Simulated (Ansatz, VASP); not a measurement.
# Sr in VASP and in Ansatz

The input INCAR:

```
PREC = Accurate
ENCUT = 520
EDIFF = 1E-6
ISMEAR = 0
SIGMA = 0.1
LREAL = F
LASPH = T
NELM = 80
ALGO = Fast
ISIF = 2
LWAVE = F
LCHARG = T
GGA = PE
LELF = T
LVHAR = T
NBANDS = 11
```

Contents of KPOINTS:

```
Automatic mesh
0
Gamma
  4 4 4
```

POSCAR

```
Sr
1.0
   -2.4250000000      2.4250000000      2.4250000000
    2.4250000000     -2.4250000000      2.4250000000
    2.4250000000      2.4250000000     -2.4250000000
Sr
1
Direct
    0.0000000000      0.0000000000      0.0000000000
```

Input for Ansatz:

```yaml
crystal:
  lattice:
    - [-2.425, 2.425, 2.425]
    - [2.425, -2.425, 2.425]
    - [2.425, 2.425, -2.425]
  atoms:
    - { symbol: Sr, position: [0.0, 0.0, 0.0] }
basis:
  ecutwfc: 420
kpoints:
  mp_grid: { grid: [4, 4, 4] }
hamiltonian:
  xc: pbe
scf:
  occupations: { method: gaussian, width: 0.1 }
output:
  forces: true
  stress: true
  eigenvalues: true
```

This isn't the form of Sr at room conditions, which is fcc.

Alike in both runs: task single point; functional PBE; k mesh 4 × 4 × 4; occupations gaussian, width 0.1 eV; no spin polarisation.

```csv
,VASP,Ansatz
version,VASP 6.6.1,Ansatz 0.2.0
potentials or method,"VASP PAW PBE potentials, release 64 (Sr_sv)","scalar-relativistic, plane waves, PAW"
plane-wave cutoff (eV),520,420
valence electrons in the cell,10,10
```

|  | VASP | Ansatz | Ansatz less VASP |
| --- | --- | --- | --- |
| gap on the k mesh at the Fermi level (eV) | none | none | - |
| pressure (GPa) | -0.8 | -0.8 | -0.01 |

A gap of «none» marks a metal or a gap that the smearing closes. The functional is the same, so the differences come from potentials, cutoffs and numerics.

Caveats: the k mesh is coarse (spacing up to 0.46 Å⁻¹), so the values aren't converged.
